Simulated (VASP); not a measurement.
**CaSe: what moves the LDA gap besides the functional**

How far does the LDA gap of CaSe depend on mesh and cell? The starting structure is a computed structure from the Materials Project. Cell and atoms stay as given unless a step says otherwise.

Main program and level: VASP 6.6.1; Kohn-Sham DFT with plane waves and PAW; LDA.

## (1) The structure

It takes space group Fm-3m (No. 225, cubic). The conventional cell has a = 5.940 Å, b = 5.940 Å, c = 5.940 Å, α = 90.00°, β = 90.00°, γ = 90.00°. Se has 6 Ca at 2.97 Å nearest. Ca has 6 Se at 2.97 Å nearest. Farther neighbours and most contacts between anions are not listed.

Structure file:

```cif
data_structure
_symmetry_space_group_name_H-M 'P 1'
_symmetry_Int_Tables_number 1
_cell_length_a 4.2006
_cell_length_b 4.2006
_cell_length_c 4.2006
_cell_angle_alpha 60.000
_cell_angle_beta 60.000
_cell_angle_gamma 60.000
_cell_volume 52.41
loop_
_atom_site_label
_atom_site_type_symbol
_atom_site_fract_x
_atom_site_fract_y
_atom_site_fract_z
_atom_site_occupancy
Se1 Se 0.50000 0.50000 0.50000 1
Ca2 Ca 0.00000 0.00000 0.00000 1
```

## (2) Reference bands

Input file INCAR:

```
SYSTEM = CaSe
PREC = Accurate
ENCUT = 350
EDIFF = 1E-06
NELM = 100
ISMEAR = 0
SIGMA = 0.03
LREAL = .FALSE.
ALGO = Normal
GGA = CA
NBANDS = 20
LORBIT = 11
LWAVE = .FALSE.
LCHARG = .FALSE.
KPAR = 4
LASPH = .TRUE.
```

Input file POSCAR:

```
CaSe
1.0
    0.0000000000      2.9702381052      2.9702381052
    2.9702381052      0.0000000000      2.9702381052
    2.9702381052      2.9702381052      0.0000000000
Se Ca
1 1
Direct
    0.5000000000      0.5000000000      0.5000000000
    0.0000000000      0.0000000000      0.0000000000
```

Input file KPOINTS:

```
Automatic mesh
0
Gamma
6 6 6
0 0 0
```

Input file KPOINTS_OPT:

```
Line mode
10
Line-mode
Reciprocal
  0.00000000   0.00000000   0.00000000 GAMMA
  0.50000000   0.00000000   0.50000000 X

  0.50000000   0.00000000   0.50000000 X
  0.50000000   0.25000000   0.75000000 W

  0.50000000   0.25000000   0.75000000 W
  0.37500000   0.37500000   0.75000000 K

  0.37500000   0.37500000   0.75000000 K
  0.00000000   0.00000000   0.00000000 GAMMA

  0.00000000   0.00000000   0.00000000 GAMMA
  0.50000000   0.50000000   0.50000000 L

  0.50000000   0.50000000   0.50000000 L
  0.62500000   0.25000000   0.62500000 U

  0.62500000   0.25000000   0.62500000 U
  0.50000000   0.25000000   0.75000000 W

  0.50000000   0.25000000   0.75000000 W
  0.50000000   0.50000000   0.50000000 L

  0.50000000   0.50000000   0.50000000 L
  0.37500000   0.37500000   0.75000000 K

  0.62500000   0.25000000   0.62500000 U
  0.50000000   0.00000000   0.50000000 X
```

PAW data sets: Se and Ca_sv (LDA family, release 64).

On the command line:

```bash
$ mpirun -np 4 vasp_std
```

Output:

```text
[banner, memory and clock lines left out]
running    4 mpi-ranks, on    1 nodes
 distrk:  each k-point on    1 cores,    4 groups
 distr:  one band on    1 cores,    1 groups

 POSCAR found type information on POSCAR SeCa
 POSCAR found :  2 types and       2 ions
 LDA part: xc-table for (Slater(with rela. corr.)+CA(PZ))
 , standard interpolation
 POSCAR, INCAR and KPOINTS ok, starting setup
 FFT: planning ... GRIDC
 FFT: planning ... GRID_SOFT
 FFT: planning ... GRID
 WAVECAR not read
 entering main loop
       N       E                     dE             d eps       ncg     rms          rms(c)
DAV:   1     0.952848285083E+02    0.95285E+02   -0.57708E+03   640   0.553E+02
DAV:   2    -0.670141131448E+01   -0.10199E+03   -0.96279E+02   772   0.177E+02
DAV:   3    -0.106156041694E+02   -0.39142E+01   -0.38739E+01   784   0.336E+01
DAV:   4    -0.107415723340E+02   -0.12597E+00   -0.12577E+00   924   0.525E+00
DAV:   5    -0.107421558491E+02   -0.58352E-03   -0.58351E-03   768   0.353E-01    0.441E+00
DAV:   6    -0.105719287867E+02    0.17023E+00   -0.11266E-01   708   0.173E+00    0.255E+00
DAV:   7    -0.105459476970E+02    0.25981E-01   -0.57831E-02   820   0.132E+00    0.844E-01
DAV:   8    -0.105441348648E+02    0.18128E-02   -0.66707E-03   736   0.541E-01    0.139E-01
DAV:   9    -0.105440634091E+02    0.71456E-04   -0.36577E-04   744   0.196E-01    0.427E-02
DAV:  10    -0.105440757464E+02   -0.12337E-04   -0.87340E-05   792   0.497E-02    0.254E-02
DAV:  11    -0.105440733623E+02    0.23841E-05   -0.84021E-06   768   0.193E-02    0.863E-03
DAV:  12    -0.105440727402E+02    0.62215E-06   -0.16499E-06   704   0.514E-03
   1 F= -.10544073E+02 E0= -.10544073E+02  d E =-.146197E-12
 Start KPOINTS_OPT (optional k-point list driver)
k-point batch [1-16\100]
       N       E                     dE             ncg
DAV:   1    -0.151128073321E+04   -0.64072E+04      640
DAV:   2    -0.308141666977E+04   -0.15701E+04      772
DAV:   3    -0.313497736532E+04   -0.53561E+02      780
DAV:   4    -0.313643634116E+04   -0.14590E+01      940
DAV:   5    -0.313644256876E+04   -0.62276E-02      752
DAV:   6    -0.313644264668E+04   -0.77917E-04      936
DAV:   7    -0.313644264688E+04   -0.20950E-06      596
[...]
k-point batch [97-100\100]
       N       E                     dE             ncg
DAV:   1     0.520347690192E+04   -0.21582E+04      160
DAV:   2     0.481408385415E+04   -0.38939E+03      192
DAV:   3     0.480055931970E+04   -0.13525E+02      220
DAV:   4     0.480012377251E+04   -0.43555E+00      208
DAV:   5     0.480012270320E+04   -0.10693E-02      216
DAV:   6     0.480012268856E+04   -0.14637E-04      208
DAV:   7     0.480012268853E+04   -0.29602E-07      172
```

Run time: 6 s. Hardware: 4 MPI ranks of Intel Xeon 6975P-C (Granite Rapids), shared host; peak memory 0.54 GiB.

Lines that name or quote the potential files are left out of all logs, and their timing lines are given in words.

From OUTCAR (step 2):

```text
ion  position               nearest neighbor table
   1  0.500  0.500  0.500-   2 2.97   2 2.97   2 2.97   2 2.97   2 2.97   2 2.97
   2  0.000  0.000  0.000-   1 2.97   1 2.97   1 2.97   1 2.97   1 2.97   1 2.97

  LATTYP: Found a face centered cubic cell.
 ALAT       =     5.9404762104

 Subroutine GETGRP returns: Found 48 space group operations
 (whereof 48 operations were pure point group operations)

The static configuration has the point symmetry O_h .

 Found     16 irreducible k-points:

   k-points           NKPTS =     16   k-points in BZ     NKDIM =     16   number of bands    NBANDS=     20

   dimension x,y,z NGX =    28 NGY =   28 NGZ =   28
   dimension x,y,z NGXF=    56 NGYF=   56 NGZF=   56

   ENCUT  =  350.0 eV  25.72 Ry    5.07 a.u.   6.41  6.41  6.41*2*pi/ulx,y,z

   NELECT =      16.0000    total number of electrons

 k-points in reciprocal lattice and weights: Automatic mesh
   0.00000000  0.00000000  0.00000000       0.005
   0.16666667  0.00000000  0.00000000       0.037
   0.33333333  0.00000000  0.00000000       0.037
   0.50000000  0.00000000  0.00000000       0.019
   0.16666667  0.16666667  0.00000000       0.028
   0.33333333  0.16666667  0.00000000       0.111
   0.50000000  0.16666667  0.00000000       0.111
  -0.33333333  0.16666667  0.00000000       0.111
  -0.16666667  0.16666667  0.00000000       0.056
[...]
-0.33333333  0.33333333  0.16666667       0.111
  -0.33333333  0.50000000  0.16666667       0.056

 average (electrostatic) potential at core
       1 -60.4475       2 -46.0402

 E-fermi :   2.3985

 k-point     1 :       0.0000    0.0000    0.0000
  band No.  band energies     occupation
    ...
      4     -18.3446      2.00000
      5      -9.5345      2.00000
      6       2.2604      2.00000
      7       2.2604      2.00000
      8       2.2604      2.00000
      9       5.2975      0.00000
     10       5.8092      0.00000
     11       5.8092      0.00000
     12       5.8092      0.00000
     13       6.4060      0.00000
    ...

 k-point     2 :       0.1667    0.0000    0.0000
  band No.  band energies     occupation
    ...
      4     -18.3467      2.00000
      5      -9.3776      2.00000
      6       1.0499      2.00000
      7       1.8678      2.00000
      8       1.8678      2.00000
      9       5.6990      0.00000
     10       6.1625      0.00000
     11       6.1625      0.00000
     12       6.8295      0.00000
     13       7.0965      0.00000
    ...

 k-point     3 :       0.3333    0.0000    0.0000
  band No.  band energies     occupation
    ...
      4     -18.3507      2.00000
      5      -9.0382      2.00000
      6      -0.4404      2.00000
      7       1.2903      2.00000
      8       1.2903      2.00000
      9       6.0278      0.00000
     10       6.9719      0.00000
     11       6.9719      0.00000
     12       8.1402      0.00000
     13       8.5328      0.00000
    ...

  Total       -1.1690742     -1.1690742     -1.1690742      0.0000000      0.0000000     -0.0000000
  in kB      -35.7395320    -35.7395320    -35.7395320      0.0000000      0.0000000     -0.0000000
  external PRESSURE =     -35.7395320 kB  Pullay stress =       0.0000000 kB

  energy-cutoff  :      350.00
  volume of cell :       52.41
      direct lattice vectors                 reciprocal lattice vectors
     0.000000000  2.970238105  2.970238105    -0.168336673  0.168336673  0.168336673
     2.970238105  0.000000000  2.970238105     0.168336673 -0.168336673  0.168336673
     2.970238105  2.970238105  0.000000000     0.168336673  0.168336673 -0.168336673

 POSITION                                       TOTAL-FORCE (eV/Angst)
 -----------------------------------------------------------------------------------
      2.97024      2.97024      2.97024         0.000000      0.000000     -0.000000
      0.00000      0.00000      0.00000         0.000000      0.000000      0.000000
 -----------------------------------------------------------------------------------
    total drift:                                0.000000      0.000000      0.000000

  FREE ENERGIE OF THE ION-ELECTRON SYSTEM (eV)
  ---------------------------------------------------
  free  energy   TOTEN  =       -10.5440727402 eV

  energy  without entropy=      -10.5440727402  energy(sigma->0) =      -10.54407274

 total charge
# of ion       s       p       d       tot
------------------------------------------
    1        1.436   2.472   0.005   3.913
    2        2.032   5.843   0.245   8.120
--------------------------------------------------
tot          3.468   8.314   0.250  12.033

[... 3 further parts left out ...]
```

Spin-orbit coupling is off here; it would split degenerate levels. At this level the cell is under a tension of 3.6 GPa, so at these settings it is away from equilibrium.

The reference gap is 1.893 eV.

## (3) Bands with cell and atoms relaxed by LDA

Against step 2 the input has another starting structure. The cell comes from a relaxation at this level, not shown (48.79 Å³).

INCAR is that of step 2.

Input file POSCAR:

```
CaSe
1.0
    0.0000000000      2.9003081780      2.9003081780
    2.9003081780      0.0000000000      2.9003081780
    2.9003081780      2.9003081780      0.0000000000
Se Ca
1 1
Direct
    0.5000000000      0.5000000000      0.5000000000
    0.0000000000      0.0000000000      0.0000000000
```

KPOINTS is that of step 2.

KPOINTS_OPT is that of step 2.

On the command line:

```bash
$ mpirun -np 4 vasp_std
```

Output:

```text
[... set-up lines as in an earlier step ...]
 entering main loop
       N       E                     dE             d eps       ncg     rms          rms(c)
DAV:   1     0.905538440655E+02    0.90554E+02   -0.57271E+03   640   0.551E+02
DAV:   2    -0.717679981311E+01   -0.97731E+02   -0.91689E+02   752   0.172E+02
DAV:   3    -0.106551822829E+02   -0.34784E+01   -0.34429E+01   760   0.314E+01
DAV:   4    -0.107772627848E+02   -0.12208E+00   -0.12192E+00   924   0.525E+00
[...]
DAV:  10    -0.105851512060E+02   -0.11844E-04   -0.81762E-05   792   0.463E-02    0.261E-02
DAV:  11    -0.105851486751E+02    0.25309E-05   -0.76974E-06   776   0.187E-02    0.778E-03
DAV:  12    -0.105851482389E+02    0.43623E-06   -0.13758E-06   692   0.533E-03
   1 F= -.10585148E+02 E0= -.10585148E+02  d E =-.314298E-45
 Start KPOINTS_OPT (optional k-point list driver)
k-point batch [1-16\100]
       N       E                     dE             ncg
DAV:   1    -0.137863008060E+04   -0.61975E+04      640
DAV:   2    -0.293443899779E+04   -0.15558E+04      756
DAV:   3    -0.299273169321E+04   -0.58293E+02      864
DAV:   4    -0.299450095803E+04   -0.17693E+01      860
DAV:   5    -0.299451044693E+04   -0.94889E-02      812
DAV:   6    -0.299451052267E+04   -0.75742E-04      848
DAV:   7    -0.299451052307E+04   -0.40520E-06      684
[...]
k-point batch [97-100\100]
       N       E                     dE             ncg
DAV:   1     0.493310794192E+04   -0.21038E+04      168
DAV:   2     0.456832035248E+04   -0.36479E+03      196
DAV:   3     0.455605345223E+04   -0.12267E+02      224
DAV:   4     0.455575240720E+04   -0.30105E+00      208
DAV:   5     0.455575176864E+04   -0.63856E-03      224
DAV:   6     0.455575175967E+04   -0.89722E-05      200
DAV:   7     0.455575175965E+04   -0.15961E-07      192
```

It took 7.4 s on 4 MPI ranks; peak memory 0.54 GiB.

From OUTCAR (step 3):

```text
  Total       -0.0150942     -0.0150942     -0.0150942     -0.0000000     -0.0000000      0.0000000
  in kB       -0.4956298     -0.4956298     -0.4956298     -0.0000000     -0.0000000      0.0000000
  external PRESSURE =      -0.4956298 kB  Pullay stress =       0.0000000 kB

 POSITION                                       TOTAL-FORCE (eV/Angst)
 -----------------------------------------------------------------------------------
      2.90031      2.90031      2.90031        -0.000000      0.000000     -0.000000
      0.00000      0.00000      0.00000         0.000000     -0.000000      0.000000
 -----------------------------------------------------------------------------------
    total drift:                                0.000000      0.000000      0.000000

  FREE ENERGIE OF THE ION-ELECTRON SYSTEM (eV)
  ---------------------------------------------------
  free  energy   TOTEN  =       -10.5851482389 eV

  energy  without entropy=      -10.5851482389  energy(sigma->0) =      -10.58514824

[... 1 part as in an earlier step ...]

[... 2 further parts left out ...]
[key lines of the parts left out:]
E-fermi :   3.0764
```

With cell and atoms relaxed by LDA the gap is 1.708 eV, -0.185 eV from the reference.

## (4) Bands with an 8×8×8 mesh

Against step 2 the input has an 8×8×8 mesh.

INCAR is that of step 3.

Input file POSCAR:

```
CaSe
1.0
    0.0000000000      2.9702381052      2.9702381052
    2.9702381052      0.0000000000      2.9702381052
    2.9702381052      2.9702381052      0.0000000000
Se Ca
1 1
Direct
    0.5000000000      0.5000000000      0.5000000000
    0.0000000000      0.0000000000      0.0000000000
```

Input file KPOINTS:

```
Automatic mesh
0
Gamma
8 8 8
0 0 0
```

KPOINTS_OPT is that of step 3.

On the command line:

```bash
$ mpirun -np 4 vasp_std
```

Output:

```text
[... set-up lines as in an earlier step ...]
 entering main loop
       N       E                     dE             d eps       ncg     rms          rms(c)
DAV:   1     0.904736830656E+02    0.90474E+02   -0.57714E+03  1160   0.551E+02
DAV:   2    -0.721669779581E+01   -0.97690E+02   -0.92559E+02  1356   0.173E+02
DAV:   3    -0.106318119565E+02   -0.34151E+01   -0.33815E+01  1424   0.313E+01
DAV:   4    -0.107416727042E+02   -0.10986E+00   -0.10967E+00  1620   0.486E+00
[...]
DAV:  10    -0.105450169236E+02   -0.12089E-04   -0.88414E-05  1424   0.498E-02    0.252E-02
DAV:  11    -0.105450146055E+02    0.23181E-05   -0.85476E-06  1392   0.195E-02    0.847E-03
DAV:  12    -0.105450140069E+02    0.59867E-06   -0.15242E-06  1248   0.494E-03
   1 F= -.10545014E+02 E0= -.10545014E+02  d E =-.969216E-36
 Start KPOINTS_OPT (optional k-point list driver)
k-point batch [1-29\100]
       N       E                     dE             ncg
DAV:   1    -0.285894779268E+04   -0.13997E+05     1160
DAV:   2    -0.563416238543E+04   -0.27752E+04     1416
DAV:   3    -0.573031457057E+04   -0.96152E+02     1460
DAV:   4    -0.573364644755E+04   -0.33319E+01     1648
DAV:   5    -0.573365716990E+04   -0.10722E-01     1404
DAV:   6    -0.573365732089E+04   -0.15099E-03     1640
DAV:   7    -0.573365732129E+04   -0.39692E-06     1108
[...]
k-point batch [88-100\100]
       N       E                     dE             ncg
DAV:   1     0.563522100256E+04   -0.72329E+04      520
DAV:   2     0.438575387891E+04   -0.12495E+04      620
DAV:   3     0.434140696207E+04   -0.44347E+02      684
DAV:   4     0.434003589338E+04   -0.13711E+01      736
DAV:   5     0.434003198557E+04   -0.39078E-02      656
DAV:   6     0.434003193225E+04   -0.53321E-04      724
DAV:   7     0.434003193215E+04   -0.98235E-07      532
```

It took 7 s on 4 MPI ranks; peak memory 0.6 GiB.

From OUTCAR (step 4):

```text
  Total       -1.1719877     -1.1719877     -1.1719877      0.0000000     -0.0000000      0.0000000
  in kB      -35.8285992    -35.8285992    -35.8285992      0.0000000     -0.0000000      0.0000000
  external PRESSURE =     -35.8285992 kB  Pullay stress =       0.0000000 kB

 POSITION                                       TOTAL-FORCE (eV/Angst)
 -----------------------------------------------------------------------------------
      2.97024      2.97024      2.97024        -0.000000     -0.000000     -0.000000
      0.00000      0.00000      0.00000         0.000000      0.000000      0.000000
 -----------------------------------------------------------------------------------
    total drift:                                0.000000      0.000000      0.000000

  FREE ENERGIE OF THE ION-ELECTRON SYSTEM (eV)
  ---------------------------------------------------
  free  energy   TOTEN  =       -10.5450140069 eV

  energy  without entropy=      -10.5450140069  energy(sigma->0) =      -10.54501401

[... 1 part as in an earlier step ...]

[... 2 further parts left out ...]
[key lines of the parts left out:]
E-fermi :   2.5168
```

With an 8×8×8 mesh the gap is 1.894 eV, +0.001 eV from the reference.

## (5) All runs side by side

```
                          run  gap (eV)  change (eV)  core minutes
                    reference     1.893            -           0.4
cell and atoms relaxed by LDA     1.708       -0.185         0.493
                an 8×8×8 mesh     1.894        0.001         0.467
```

Core minutes are wall time times ranks of the run shown, on a shared host.

## (6) What came out

| Quantity | Value |
| --- | --- |
| reference gap | 1.893 eV |
| gap with cell and atoms relaxed by LDA | 1.708 eV |
| gap with an 8×8×8 mesh | 1.894 eV |

What this shows: Among the runs that read a gap along the path, the one with cell and atoms relaxed by LDA moves it most, by -0.185 eV. On finer settings it changes by +0.001 eV with an 8×8×8 mesh. The functional's own error isn't tested here. Further runs on this material are not shown.

[Lines on the potential files, build, host, timing and source positions are cut from VASP's logs without a mark.]

[Logs are printed without paths, hosts, clocks, repeated set-up lines and the standing remarks that a program may print on its own settings, such as how far it seeks lower states.]

[Hosts, paths, dates, database ids (printed as entryN), source tags and the programs' standing remarks are cut or masked in the printed files.]
